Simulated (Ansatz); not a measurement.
System: tetradymite Sb2Te3. Method: PBE (PAW; Ansatz, an electronic-structure program).

Problem. Give the computed interlayer binding energy, layer repeat distance and gap between the layers.

Solution. 
* **interlayer binding energy**: 3.0 meV/Å²
* **layer repeat distance**: 10.475 Å
* **gap between the layers**: 3.091 Å

Note: the cell comes from a level without a dispersion term, which matters for the spacing of layers, chains or molecules.

Spin–orbit coupling is not included; with these elements it can move the gap by several tenths of an eV or more.

Computed values are for the static lattice.

It cost around 7 core-minutes (rough) of CPU time.
